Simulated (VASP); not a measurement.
Al2O3, 20 atoms in the cell. It takes space group Pbcn (No. 60, orthorhombic). The conventional cell has a = 7.090 Å, b = 4.847 Å, c = 4.985 Å, α = 90.00°, β = 90.00°, γ = 90.00°. Al (site symmetry 1) is surrounded by 6 O at 1.87 to 2.03 Å. Around O (site symmetry 1) lie 4 Al at 1.89 to 2.03 Å. O (site symmetry 2) is surrounded by 4 Al at 1.87 to 1.97 Å. Measurements of this composition are mostly on another form, of space group No. 167.

* Program: VASP 6.6.1
* Task: electric field gradients
* Functional: r2SCAN
* Potentials or basis: VASP PAW PBE potentials, release 64 (Al, O)
* Cutoff: 520 eV
* k mesh: 3 × 5 × 5
* Occupations: fermi-dirac, width 0.02 eV
* Spin: no spin polarisation
* Dipole correction: no
* Further INCAR settings: LREAL = Auto; ALGO = Normal; EDIFF = 1e-08; NBANDS = 64

Potentials or basis: VASP PAW PBE potentials, release 64 (Al, O).

Run with:

```sh
$ cat potpaw_PBE.64/Al/POTCAR potpaw_PBE.64/O/POTCAR > POTCAR
$ cp INCAR.step1 INCAR
$ mpirun -np 1 vasp_std > vasp.out
$ cp INCAR.step2 INCAR
$ mpirun -np 1 vasp_std > vasp.out
```

Hardware: 1 thread of Intel(R) Xeon(R) Platinum 8375C CPU @ 2.90GHz (Ice Lake) (shared host).

Task: Estimate the wall time of this run.

Result: Wall time 27 min on 1 thread of Intel(R) Xeon(R) Platinum 8375C CPU @ 2.90GHz (Ice Lake) (shared host), peak memory 0.35 GiB. Counts: scf iterations 15, k points 18.
